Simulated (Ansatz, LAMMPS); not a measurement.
# Amorphous TiO2 at 3.05 g/cm^3 (84 atoms): relaxation and levels of theory

Which bonds does the relaxation leave, and how do the Kohn-Sham gap, forces and pressure change with k-mesh and functional?

Calculated with Ansatz 0.2.0: Kohn-Sham DFT, PBE, PAW (set soft_2), plane waves; cutoff 420 eV, Γ point, fermi-dirac smearing of 0.025 eV.

**The cell**

Density at the start: 3.05 g/cm³. The cell holds 84 atoms: 28 Ti and 56 O. Cell: a = 10.675 Å, b = 10.675 Å, c = 10.675 Å, α = 90.0°, β = 90.0°, γ = 90.0°. 84 atoms (28 Ti, 56 O) placed at random at 3.05 g/cm³, melted at 5000 K for 10 ps at fixed volume with the Morse and Coulomb pair potential with partial charges (Pedone, Malavasi, Menziani, Cormack and Segre, J. Phys. Chem. B 110, 11780 (2006)). Quenched from 5000 K to 300 K at 50 K/ps and fixed volume, held 5 ps, then minimised at fixed cell.

The atoms were relaxed with PBE. The walk converged after 16 steps, with a largest force component of 0.0154 eV/Å; it began at an r.m.s. force component of 0.66 eV/Å. The energy fell by 51.7 meV an atom.

The input of the reference single point:

```yaml
crystal:
  lattice:
    - [10.6745, 0.0, 0.0]
    - [0.0, 10.6745, 0.0]
    - [0.0, 0.0, 10.6745]
  atoms:
    - { symbol: Ti, position: [0.20605, 0.86597, 0.90796] }
    - { symbol: Ti, position: [0.15022, 0.67084, 0.67206] }
    - { symbol: Ti, position: [0.04657, 0.0096, 0.17593] }
    - { symbol: Ti, position: [0.86832, 0.14928, 0.51081] }
    [... 78 atom lines left out ...]
    - { symbol: O, position: [0.80407, 0.06541, 0.66563] }
    - { symbol: O, position: [0.79489, 0.09387, 0.37259] }
kpoints:
  mp_grid: { grid: [1, 1, 1] }
hamiltonian:
  xc: pbe
scf:
  occupations: { method: fermi_dirac, width: 0.025 }
output:
  forces: true
  stress: true
  populations: true
  dos:
    method: { smearing: { sigma: 0.08 } }
    de: 0.05
    projected: { site_lists: { O: [O], Ti: [Ti] } }
  eigenvalues: true
  write_density: true
  write_potential: true
  volumetric_format: npy
```

**Bonds after relaxation**

Bonds by pair of elements; cutoffs follow the first minimum of g(r), held within bounds set by covalent radii, and pairs that aren't listed don't count as bonded:

| pair A-B | cutoff (Å) | bonds | mean length (Å) | spread (Å) | shortest (Å) | B about A | A about B |
| --- | --- | --- | --- | --- | --- | --- | --- |
| O-Ti | 2.64 | 130 | 1.91 | 0.151 | 1.74 | 2.32 | 4.64 |

How many atoms have how many bonded neighbours:

| element | mean | 2 | 3 | 4 | 5 | 6 |
| --- | --- | --- | --- | --- | --- | --- |
| O | 2.32 | 39 | 16 | 1 | 0 | 0 |
| Ti | 4.64 | 0 | 0 | 13 | 12 | 3 |

**Levels of theory**

Single points at the relaxed geometry:

```
functional  k-mesh  Kohn-Sham gap (eV)  pressure (GPa)  r.m.s. force component (eV/Å)  SCF cycles     time
       PBE   1×1×1               2.920           -0.40                          0.005          12     18 s
       PBE   2×2×2               2.878           -0.42                          0.012          12  2.6 min
     HSE06   1×1×1               4.475           -5.68                          0.190          28  6.1 min
    r2SCAN   1×1×1               3.286           -3.89                          0.066          13     42 s
    PBEsol   1×1×1               2.897           -4.55                          0.084          13     20 s
```

The gap is that between the highest filled and lowest empty Kohn-Sham level on the run's k-points. Cutoffs: 420 eV for PBE, HSE06 and PBEsol; 500 eV for r2SCAN. Times come from shared hosts and are rough.

**Findings**

By these cutoffs 70 % of O atoms have 2 and 46 % of Ti atoms have 4 neighbours. The Kohn-Sham gap is 2.92 eV with PBE on the 1×1×1 mesh and 2.88 eV on 2×2×2. On the 1×1×1 mesh HSE06 changes the gap by +1.56 eV against PBE. Carrying that shift over to the 2×2×2 mesh gives 2.88 + 1.56 = 4.43 eV, an estimate that takes the shift to be alike at all k-points. On the reference's mesh the gap changes with r2SCAN by +0.37 eV and PBEsol by -0.02 eV. Against the reference the pressure changes with HSE06 by -5.3 GPa, r2SCAN by -3.5 GPa and PBEsol by -4.1 GPa; a negative change means a smaller volume than PBE would take. The denser mesh moves the energy by -0.2 meV/atom and the pressure by -0.01 GPa.

Limits: All single points share the geometry relaxed with PBE. The density was set when the cell was made, as one point of a scan, and needn't be that of the real material. One sample; tail or defect levels can set the gap of a disordered cell. The quench rate of 50 K/ps is many orders above laboratory rates, so the cell is likely richer in defects and strain than a real sample. The network of bonds at the start is that of the classical potential that made the cell, and needn't be the one that DFT or experiment would give. In some runs the program notes that it cut back its work space to fit the memory limit, the exchange threshold is loose for the stress and the SCF threshold is loose for the stress.

[Logs are printed without paths, hosts, clocks, repeated set-up lines and the standing remarks that a program may print on its own settings, such as how far it seeks lower states.]

[Hosts, paths, dates, database ids (printed as entryN), source tags and the programs' standing remarks are cut or masked in the printed files.]
